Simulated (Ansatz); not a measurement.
## Converging the plane-wave cutoff: GeTe (R3m, 2 atoms in the cell)

```xyz
2
Lattice="2.1008 1.2129 3.6901 -2.1008 1.2129 3.6901 0.0000 -2.4258 3.6901" Properties=species:S:1:pos:R:3 pbc="T T T"
Ge     0.0000     0.0000    11.0342
Te     0.0000     0.0000     5.8537
```

Level of theory: PBE (plane waves, PAW; Ansatz, a quantum-chemistry and plane-wave program).

Base settings: basis.ecutwfc = 420 eV; kpoints.mp_grid.grid = 7 7 7; hamiltonian.xc = pbe; hamiltonian.pseudopotentials = {kind: paw} (the program's default PAW files); scf.occupations.method = fixed.

The second cell is the first with its lattice scaled by 0.98.

The mesh stays at the base's, so the ladder's end is converged at best in this setting alone.

The first pressure column holds Ansatz's estimate of the finite-basis (Pulay) stress, which hides part of the cutoff error; the other is without it.

Only quantities that move along the ladder and can be compared are tabulated.

The count of work is k-points × plane waves × bands × iterations; it is no time. 

The starting cell comes from a database of computed structures (which also holds hypothetical and non-ambient phases and stackings), without a prior relaxation at this level. Its lattice was rescaled by up to half a per cent. One atom was moved a little off its site on purpose.

Steps (basis.ecutwfc): 145 eV; 170 eV; 190 eV; 210 eV; 230 eV; 250 eV; 295 eV; 335 eV; 380 eV; 420 eV; 460 eV; 505 eV; 565 eV; 630 eV; 735 eV; 840 eV; 1010 eV.

Question: What is the coarsest basis.ecutwfc that holds the forces within 0.02 eV/Å of the last step, with all finer ones?

Answer: 295 eV, at 0.19 of the last step's count of work; the step before is off by 0.067 eV/Å.

Question: What is the coarsest basis.ecutwfc that holds the free energy within 0.5 meV/atom of the last step, with all finer ones?

Answer: 505 eV, at 0.36 of the last step's count of work; the step before is off by 0.61 meV/atom.

Question: What is the coarsest basis.ecutwfc that holds the pressure without the Pulay estimate within 0.2 GPa of the last step, with all finer ones?

Answer: 380 eV, at 0.23 of the last step's count of work; the step before is off by 0.97 GPa.

```csv
basis.ecutwfc,free energy less the last step's (meV/atom),energy of the compressed cell less the first (meV/atom),pressure (GPa),pressure without the Pulay estimate (GPa),largest difference of a force vector from the last step's (eV/Å),count of work / last
145 eV,59043.76,44.15,-11.42,-1141.66,1.833,0.068
170 eV,24459.72,-51.54,4.08,-569.33,0.486,0.096
190 eV,11766.80,16.19,0.05,-316.96,0.430,0.11
210 eV,5456.54,23.79,-1.51,-170.39,0.244,0.12
230 eV,2448.96,5.75,0.58,-88.31,0.053,0.13
250 eV,1043.61,20.34,-0.01,-43.36,0.067,0.15
295 eV,123.79,16.40,0.10,-7.02,0.015,0.19
335 eV,13.89,15.87,0.04,-0.95,0.002,0.19
380 eV,2.07,15.75,0.03,-0.03,0.000,0.23
420 eV,1.20,15.73,0.03,0.00,0.000,0.26
460 eV,0.61,15.71,0.03,0.01,0.000,0.31
505 eV,0.25,15.70,0.03,0.02,0.000,0.36
565 eV,0.13,15.69,0.03,0.02,0.000,0.42
630 eV,0.08,15.69,0.03,0.02,0.000,0.49
735 eV,0.06,15.69,0.03,0.03,0.000,0.63
840 eV,0.03,15.69,0.03,0.02,0.000,0.75
1010 eV,0.00,15.69,0.03,0.02,0.000,1.0
```

The energy difference between the two cells stays within 1 meV/atom of the last step's from 295 eV on, the total only from 460 eV on: much of the error is common to both cells and cancels.

At the lowest cutoff the pressure without the Pulay estimate lies 1140 GPa under the last step's, the usual sign of Pulay stress in an incomplete plane-wave basis.

Keys are those of Ansatz 0.2.
